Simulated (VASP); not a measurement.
# ZnSn2N2 (P-4m2) in VASP: notebook

Runs on ZnSn2N2. Level: PBE. Tasks: single point.

Everything below comes from runs of VASP 6.6.1. Logs are shortened: lines on timing, memory, paths and dates and some standing lists are left out, and cuts for length are marked.

**1. The crystal as given**

It takes space group P-4m2 (No. 115, tetragonal). The conventional cell has a = 3.352 Å, b = 3.352 Å, c = 8.064 Å, α = 90.00°, β = 90.00°, γ = 90.00°. Around Sn (site symmetry 2mm) lie 2 N at 2.12 Å. Zn (site symmetry -4m2) is surrounded by 4 N at 2.05 Å. N (site symmetry 2mm) has 2 Zn at 2.05 Å and 2 Sn at 2.12 Å as nearest neighbours.

The cell comes from a database or a generator and needn't be the stable form of this composition.

**2. Single point, PBE**

The input, INCAR:

```
PREC = Low
ENCUT = 500
EDIFF = 1E-7
ISMEAR = 0
SIGMA = 0.05
LREAL = False
LASPH = True
NELM = 100
ALGO = Normal
ISIF = 2
LWAVE = False
LCHARG = False
GGA = PE
NBANDS = 33
ADDGRID = False
```

The input, KPOINTS:

```
Automatic mesh
0
Gamma
  10 10 4
```

The input, POSCAR:

```
ZnSn2N2
1.0
    3.3523260000      0.0000000000      0.0000000000
    0.0000000000      3.3523260000      0.0000000000
    0.0000000000      0.0000000000      8.0642090000
Sn Zn N
2 1 2
Direct
    0.5000000000      0.5000000000      0.3058270000
    0.5000000000      0.5000000000      0.6941730000
    0.0000000000      0.0000000000      0.0000000000
    0.0000000000      0.5000000000      0.8541900000
    0.5000000000      0.0000000000      0.1458100000
```

Potentials or basis: VASP PAW PBE potentials, release 64 (Sn_d, Zn, N).

On the command line:

```
> cat potpaw_PBE.64/Sn_d/POTCAR potpaw_PBE.64/Zn/POTCAR potpaw_PBE.64/N/POTCAR > POTCAR
> mpirun -np 1 vasp_std > vasp.out
```

OUTCAR:

```text
PREC = Low
   ENCUT = 500
   EDIFF = 1E-7
   ISMEAR = 0
   LREAL = False
   LASPH = True
   NELM = 100
   ISIF = 2
   GGA = PE

 Found     63 irreducible k-points:

 Following reciprocal coordinates:
            Coordinates               Weight
  0.000000  0.000000  0.000000      1.000000
  0.100000  0.000000  0.000000      4.000000
  0.200000  0.000000  0.000000      4.000000
  0.300000  0.000000  0.000000      4.000000
  0.400000  0.000000  0.000000      4.000000
  0.500000  0.000000  0.000000      2.000000
   k-points           NKPTS =     63   k-points in BZ     NKDIM =     63   number of bands    NBANDS=     33
   number of dos      NEDOS =    301   number of ions     NIONS =      5
   total plane-waves  NPLWV =  15552
   dimension x,y,z NGX =    18 NGY =   18 NGZ =   48
   dimension x,y,z NGXF=    20 NGYF=   20 NGZF=   50
   ions per type =               2   1   2
   NGX,Y,Z   is equivalent  to a cutoff of   8.93,  8.93,  9.90 a.u.
   NGXF,Y,Z  is equivalent  to a cutoff of   9.92,  9.92, 10.31 a.u.
 SYSTEM =  unknown system
   PREC   = low       normal or accurate (medium, high low for compatibility)
   ISTART =      0    job   : 0-new  1-cont  2-samecut
   ICHARG =      2    charge: 1-file 2-atom 10-const
   ISPIN  =      1    spin polarized calculation?
   LNONCOLLINEAR =      F non collinear calculations
   LSORBIT =      F    spin-orbit coupling
   LASPH  =      T    aspherical Exc in radial PAW
   ENCUT  =  500.0 eV  36.75 Ry    6.06 a.u.   6.11  6.11 14.70*2*pi/ulx,y,z
   NELM   =    100;   NELMIN=  2; NELMDL= -5     # of ELM steps
   EDIFF  = 0.1E-06   stopping-criterion for ELM
   LREAL  =      F    real-space projection
   EDIFFG = 0.1E-05   stopping-criterion for IOM
   NSW    =      0    number of steps for IOM
   IBRION =     -1    ionic relax: 0-MD 1-quasi-New 2-CG
   NFREE  =      0    steps in history (QN), initial steepest desc. (CG)
   ISIF   =      2    stress and relaxation
   ISYM   =      2    0-nonsym 1-usesym 2-fastsym
   POTIM  = 0.5000    time-step for ionic-motion
   TEBEG  =    0.0;   TEEND  =   0.0 temperature during run
   PSTRESS=    0.0 pullay stress
   NELECT =      50.0000    total number of electrons
   NUPDOWN=      -1.0000    fix difference up-down
   EMIN   =  10.00;   EMAX   =-10.00  energy-range for DOS
   EFERMI =   0.00;   METHOD = LEGACY
   ISMEAR =     0;   SIGMA  =   0.05  broadening in eV -4-tet -1-fermi 0-gaus
   EFERMI_NEDOS =   21; number of points for ismear=-14 and -15
   IALGO  =     38    algorithm
   IMIX   =      4    mixing-type and parameters
     AMIX     =   0.40;   BMIX     =  1.00
     AMIX_MAG =   1.60;   BMIX_MAG =  1.00
  volume/ion in A,a.u.               =      18.13       122.32
  Fermi-wavevector in a.u.,A,eV,Ry     =   1.342703  2.537341 24.529295  1.802852
  Thomas-Fermi vector in A             =   2.470836
   LORBIT       =      0    0 simple, 1 ext, 2 COOP (PROOUT), +10 PAW based schemes
   GGA     = PE    functional components
   LHFCALC =     F    Hartree Fock is set to
   AEXX    =    0.0000 exact exchange contribution
   IVDW    =     0    specifies the selected vdW correction
   LEPSILON=     F    determine dielectric tensor
   LRPA    =     F    only Hartree local field effects (RPA)
 non-spin polarized calculation
 Gauss-broadening in eV      SIGMA  =   0.05
  energy-cutoff  :      500.00
  volume of cell :       90.63
 maximum number of plane-waves:      2336
   NGX = 13   NGY = 13   NGZ = 29

 number of electron      49.9999045 magnetization

 Free energy of the ion-electron system (eV)
  ---------------------------------------------------
  ext. energy  EPLUGINS =         0.00000000
  ---------------------------------------------------
  free energy    TOTEN  =       -24.18740346 eV

  energy without entropy =      -24.18548107  energy(sigma->0) =      -24.18644226

 E-fermi :   5.3573     XC(G=0): -10.2199

 val. band max:        5.3154157631   @ k =   0.2000   0.1000   0.2500
 cond. band min:       5.3800784942   @ k =   0.3000   0.0000   0.5000
 fundamental gap:      0.0646627312
 Fermi energy:         5.3573337707

 k-point     1 :       0.0000    0.0000    0.0000
  band No.  band energies     occupation
      1     -16.0459      2.00000
      2     -16.0447      2.00000
      3     -15.9066      2.00000
      4     -15.8413      2.00000
      5     -15.8413      2.00000
      6     -15.7928      2.00000
      7     -15.7928      2.00000
      8     -15.7768      2.00000
      9     -15.7597      2.00000
     10     -15.7558      2.00000
     11      -9.8126      2.00000
     12      -9.1614      2.00000
     13      -2.9152      2.00000
     14      -1.7218      2.00000
     15      -0.7842      2.00000
     16      -0.7842      2.00000
     17      -0.4611      2.00000
     18      -0.1797      2.00000
     19       0.8498      2.00000
     20       2.1109      2.00000
     21       2.7894      2.00000
     22       2.7894      2.00000
     23       4.3518      2.00000
     24       4.3518      2.00000
     25       5.7989      0.00000
     26       6.1822      0.00000
     27       8.6963      0.00000
     28      11.0030      0.00000
     29      11.0030      0.00000
     30      11.6038      0.00000
     31      12.9939      0.00000
     32      12.9939      0.00000
     33      13.1538      0.00000

 k-point     2 :       0.1000    0.0000    0.0000
  band No.  band energies     occupation
      1     -16.0348      2.00000
      2     -16.0343      2.00000
      3     -15.9030      2.00000
      4     -15.8515      2.00000
      5     -15.8408      2.00000
      6     -15.7996      2.00000
      7     -15.7923      2.00000
      8     -15.7705      2.00000
      9     -15.7642      2.00000
     10     -15.7602      2.00000
     11      -9.7373      2.00000
     12      -9.1065      2.00000
     13      -2.8237      2.00000
     14      -1.6954      2.00000
     15      -0.7914      2.00000
     16      -0.7766      2.00000
     17      -0.4491      2.00000
     18      -0.2013      2.00000
     19       0.7701      2.00000
     20       2.0254      2.00000
     21       2.5355      2.00000
     22       2.8553      2.00000
     23       3.9906      2.00000
     24       4.3725      2.00000
     25       5.6967      0.00000
     26       6.6433      0.00000
     27       8.9661      0.00000
     28       9.8620      0.00000
     29      11.0790      0.00000
     30      11.3314      0.00000
     31      12.2888      0.00000
     32      13.0542      0.00000
     33      13.6068      0.00000

 k-point     3 :       0.2000    0.0000    0.0000
  band No.  band energies     occupation
      1     -16.0121      2.00000
      2     -16.0071      2.00000
      3     -15.9048      2.00000
      4     -15.8641      2.00000
      5     -15.8393      2.00000
      6     -15.8149      2.00000
      7     -15.7909      2.00000
      8     -15.7762      2.00000
      9     -15.7713      2.00000
     10     -15.7522      2.00000
     11      -9.5313      2.00000
     12      -8.9532      2.00000
     13      -2.5895      2.00000
     14      -1.6192      2.00000
     15      -0.7894      2.00000
     16      -0.7566      2.00000
     17      -0.4530      2.00000
     18      -0.2554      2.00000
     19       0.4115      2.00000
     20       1.6440      2.00000
     21       2.2913      2.00000
     22       3.0309      2.00000
     23       3.5496      2.00000
     24       4.4249      2.00000
     25       5.3101      1.81819
     26       7.4360      0.00000
     27       8.2747      0.00000
     28       9.6068      0.00000
     29      10.0051      0.00000
     30      11.2749      0.00000
     31      12.4461      0.00000
     32      13.2392      0.00000
     33      14.0684      0.00000

 k-point     4 :       0.3000    0.0000    0.0000
  band No.  band energies     occupation
      1     -15.9979      2.00000
      2     -15.9766      2.00000
      3     -15.9309      2.00000
      4     -15.8472      2.00000
      5     -15.8376      2.00000
      6     -15.8307      2.00000
      7     -15.7927      2.00000
      8     -15.7880      2.00000
      9     -15.7845      2.00000
     10     -15.7231      2.00000
     11      -9.2579      2.00000
     12      -8.7367      2.00000
     13      -2.4082      2.00000
     14      -1.4514      2.00000
     15      -0.7316      2.00000
     16      -0.7223      2.00000
     17      -0.6141      2.00000
     18      -0.3185      2.00000
     19       0.0439      2.00000
     20       0.9545      2.00000
     21       2.3638      2.00000
     22       3.2573      2.00000
     23       3.4223      2.00000
     24       4.4839      2.00000
     25       4.6919      2.00000
     26       6.9116      0.00000
     27       8.2972      0.00000
     28       8.7383      0.00000
     29      10.4850      0.00000
     30      11.5000      0.00000
     31      12.3748      0.00000
     32      13.5601      0.00000
     33      14.1483      0.00000

 k-point     5 :       0.4000    0.0000    0.0000
  band No.  band energies     occupation
      1     -16.0041      2.00000
      2     -15.9579      2.00000
      3     -15.9415      2.00000
      4     -15.8478      2.00000
      5     -15.8362      2.00000
      6     -15.8212      2.00000
      7     -15.8042      2.00000
      8     -15.7959      2.00000
      9     -15.7868      2.00000
     10     -15.6933      2.00000
     11      -9.0238      2.00000
     12      -8.5252      2.00000
     13      -2.5359      2.00000
     14      -1.1068      2.00000
     15      -0.8633      2.00000
     16      -0.7110      2.00000
     17      -0.4575      2.00000
     18      -0.3672      2.00000
     19      -0.0890      2.00000
     20       0.3158      2.00000
     21       2.2462      2.00000
     22       3.4138      2.00000
     23       3.4524      2.00000
     24       4.5073      2.00000
     25       4.5241      2.00000
     26       5.9034      0.00000
     27       7.6757      0.00000
     28       9.3523      0.00000
     29      11.2841      0.00000
     30      11.6536      0.00000
     31      11.8433      0.00000
     32      13.8086      0.00000
     33      13.8595      0.00000

 k-point     6 :       0.5000    0.0000    0.0000
  band No.  band energies     occupation
      1     -16.0115      2.00000
      2     -15.9544      2.00000
      3     -15.9387      2.00000
      4     -15.8525      2.00000
      5     -15.8356      2.00000
      6     -15.8126      2.00000
      7     -15.8089      2.00000
      8     -15.7999      2.00000
      9     -15.7863      2.00000
     10     -15.6805      2.00000
     11      -8.9326      2.00000
     12      -8.4309      2.00000
     13      -2.6685      2.00000
     14      -0.9255      2.00000
     15      -0.7972      2.00000
     16      -0.7029      2.00000
     17      -0.4783      2.00000
     18      -0.3854      2.00000
     19      -0.0766      2.00000
     20       0.1059      2.00000
     21       1.9659      2.00000
     22       3.4834      2.00000
     23       3.5309      2.00000
     24       4.5365      2.00000
     25       4.9149      2.00000
     26       5.1314      2.00000
     27       7.3906      0.00000
     28       9.8554      0.00000
     29      11.3224      0.00000
     30      11.7025      0.00000
     31      11.8640      0.00000
     32      13.3316      0.00000
     33      13.6941      0.00000

 [... further k-points ...]
[... 5 lines left out ...]
  --------------------------------------------------------------------------------------
  -------------------------------------------------------------------------------------
  Total       -0.0565226     -0.0565226     -0.3366992      0.0000000      0.0000000      0.0000000
  in kB       -0.9992607     -0.9992607     -5.9524854      0.0000000      0.0000000      0.0000000
  external PRESSURE =      -2.6503356 kB  Pullay stress =       0.0000000 kB

 VOLUME and BASIS-vectors are now :
 -----------------------------------------------------------------------------
  energy-cutoff  :      500.00
  volume of cell :       90.63
      direct lattice vectors                 reciprocal lattice vectors
     3.352326000  0.000000000  0.000000000     0.298300344  0.000000000  0.000000000
     0.000000000  3.352326000  0.000000000     0.000000000  0.298300344  0.000000000
     0.000000000  0.000000000  8.064209000     0.000000000  0.000000000  0.124004723

 POSITION                                       TOTAL-FORCE (eV/Angst)
 -----------------------------------------------------------------------------------
      1.67616      1.67616      2.46625        -0.000000      0.000000      0.016801
      1.67616      1.67616      5.59796         0.000000      0.000000     -0.016801
      0.00000      0.00000      0.00000         0.000000      0.000000      0.000000
      0.00000      1.67616      6.88837        -0.000000      0.000000     -0.007908
      1.67616      0.00000      1.17584        -0.000000      0.000000      0.007908
 -----------------------------------------------------------------------------------
    total drift:                               -0.000000     -0.000000      0.000000

  FREE ENERGIE OF THE ION-ELECTRON SYSTEM (eV)
  ---------------------------------------------------
  free  energy   TOTEN  =       -24.1874034553 eV

  energy  without entropy=      -24.1854810736  energy(sigma->0) =      -24.18644226
```

Run time: 92 s. Hardware: 1 thread of Intel Xeon Platinum 8259CL at 2.50GHz (Skylake/Cascade Lake), shared host; peak memory 0.24 GiB.

These settings aren't checked as converged: the numbers below hold their error.

What came out:

| Quantity | Value |
| --- | --- |
| Free energy | -24.1874 eV |
| Pressure | -0.3 GPa |
| Largest force | 0.017 eV/Å |
| Band gap on the k mesh | none (metal or under the smearing width) |

**3. Single point, PBE**

INCAR: that of step 2 with these lines changed.

```diff
@@ -1,2 +1,2 @@
-PREC = Low
+PREC = Accurate
 ENCUT = 500
@@ -5,3 +5,3 @@
 SIGMA = 0.05
-LREAL = False
+LREAL = Auto
 LASPH = True
```

KPOINTS is that of step 2.

POSCAR is that of step 2.

Potentials or basis: VASP PAW PBE potentials, release 64 (Sn_d, Zn, N).

On the command line:

```
> cat potpaw_PBE.64/Sn_d/POTCAR potpaw_PBE.64/Zn/POTCAR potpaw_PBE.64/N/POTCAR > POTCAR
> mpirun -np 1 vasp_std > vasp.out
```

Run time: 3.2 min. Hardware: 1 thread of Intel Xeon Platinum 8259CL at 2.50GHz (Skylake/Cascade Lake), shared host; peak memory 0.25 GiB.

These settings aren't checked as converged: the numbers below hold their error.

What came out:

| Property | Result |
| --- | --- |
| Free energy | -24.1816 eV |
| Pressure | -0.3 GPa |
| Largest force | 0.025 eV/Å |
| Band gap on the k mesh | none (metal or under the smearing width) |

**4. For comparison**

An earlier run on the cell as given: functional PBE; potentials or basis VASP PAW PBE potentials, release 64 (Sn_d, Zn, N); cutoff 520 eV; k mesh 8 × 8 × 4; occupations fermi-dirac, width 0.05 eV; no spin polarisation.

- Pressure: -0.3 GPa
- Largest force: 0.069 eV/Å
- Band gap on the k mesh: none (metal or under the smearing width)
